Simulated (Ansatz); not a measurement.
InAs: equation of state with wPBEh

InAs:

```
CELL_PARAMETERS angstrom
0.00000 3.01800 3.01800
3.01800 0.00000 3.01800
3.01800 3.01800 0.00000
ATOMIC_POSITIONS crystal
In 0.00000 0.00000 0.00000
As 0.75000 0.75000 0.75000
```

```yaml
Program: Ansatz 0.2.0
Task: equation of state
Functional: wPBEh
Potentials_or_basis: Ansatz PAW
Cutoff: 420 eV
Density_cutoff: 1680 eV
k_mesh: 4 × 4 × 4
Occupations: fermi-dirac, width 0.05 eV
Spin: no spin polarisation
```

| Item | Value |
| --- | --- |
| Equilibrium volume | 28.72 Å³/atom |
| Bulk modulus | 56 GPa |
| Pressure derivative of the bulk modulus | 5.3 (rough: it moves with the points fitted) |

Energy against volume, from the lowest point:
```
volume (Å³/atom)  energy (meV/atom)
          25.840              62.24
          26.389              38.95
          26.939              21.70
          27.489               9.79
          28.039               2.78
          28.588               0.00
          29.138               0.87
```

All runs of the series together: 69 s on 2 threads of Arm Neoverse V2, with other jobs on the host.

Caveat: the k mesh is coarse (spacing up to 0.45 Å⁻¹), so the values aren't converged. Zero-point motion and thermal expansion aren't in these numbers.
